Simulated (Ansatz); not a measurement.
**Al3Cu: uniaxial strain along c**

The task here is to estimate one member of a computed series from the others.

Method: DFT r2SCAN, scalar-relativistic, plane waves, PAW, in Ansatz 0.2.0.

2 further runs of the same task are left out: 2 set aside as unsound or not needed.

### The system as given

It takes space group P4/mmm (No. 123, tetragonal). The conventional cell has a = 2.774 Å, b = 2.774 Å, c = 7.592 Å, α = 90.00°, β = 90.00°, γ = 90.00°. Al (site symmetry 4/mmm) is surrounded by 12 Al at 2.77 to 2.88 Å. Al (site symmetry 4mm) has 4 Cu at 2.59 Å and 8 Al at 2.77 to 2.88 Å as nearest neighbours. Around Cu (site symmetry 4/mmm) lie 8 Al at 2.59 Å and 4 Cu at 2.77 Å.

Coordinates:

```xyz
4
Lattice="2.7738 0.0000 0.0000 0.0000 2.7738 0.0000 0.0000 0.0000 7.5919" Properties=species:S:1:pos:R:3 pbc="T T T"
Al    0.0000    0.0000    3.7959
Al    1.3869    1.3869    1.6903
Al    1.3869    1.3869    5.9016
Cu    0.0000    0.0000    0.0000
```

It goes back to an entry of the Materials Project, which need not be the stable form.

This cell was relaxed beforehand with the same method: volume 14.60 Å³/atom, gap on the mesh none (metal).

The first run:

File input.yaml:

```yaml
crystal:
  lattice:
    - [2.7737808638, 0.0, 0.0]
    - [0.0, 2.7737808638, 0.0]
    - [0.0, 0.0, 7.5918631133]
  atoms:
    - { symbol: Al, position: [0.0, 0.0, 0.5] }
    - { symbol: Al, position: [0.5, 0.5, 0.2226430006] }
    - { symbol: Al, position: [0.5, 0.5, 0.7773569994] }
    - { symbol: Cu, position: [0.0, 0.0, 0.0] }
basis:
  ecutwfc: 500
kpoints:
  mp_grid: { grid: [18, 18, 8] }
hamiltonian:
  xc: r2scan
scf:
  occupations: { method: gaussian, width: 0.1 }
output:
  forces: true
  stress: true
  eigenvalues: true
```

Run with:

```sh
$ ansatz run input.yaml --threads 1 --pin off --max-ram 2560MiB --backend cpu --events-out ev --progress --plain --runs-dir out
```

Among the steps run: Reference cell for the strains; Strain -1.0 %; At +1.0 %; At -2.0 %; The cell strained by +2.0 %; At -3.0 %; The cell strained by +3.0 %.

One table of the session follows, with a row left open; its other results are not shown here.

```
strain (%)  ΔE (meV/atom)  a (Å)  b (Å)  c (Å)
      -3.0            7.8  2.793  2.793  7.364
      -2.0            3.6  2.785  2.785  7.440
      -1.0            1.0  2.778  2.778  7.516
      +0.0            0.0  2.774  2.774  7.592
      +1.0            0.9  2.769  2.769  7.668
      +2.0              ?      ?      ?      ?
      +3.0            8.7  2.761  2.761  7.820
```

Estimate the missing values for strain (%) = +2.0.

Worked estimate for «ΔE (meV/atom)». A straight line through the neighbours (1.0, 0.9) and (3.0, 8.7) gives 0.9 + (8.7 − 0.9) × (2.0 − 1.0) / (3.0 − 1.0) = 4.8; a parabola fitted to 3 rows on both sides gives 3.8.

**Answer.** ΔE (meV/atom): 3.9; a (Å): 2.765; b (Å): 2.765; c (Å): 7.744. In «ΔE (meV/atom)» the line misses by +0.9 and the parabola by -0.1.

ΔE is over the unstrained cell. Stress in GPa, positive in compression, on the Cartesian axes of the input. 
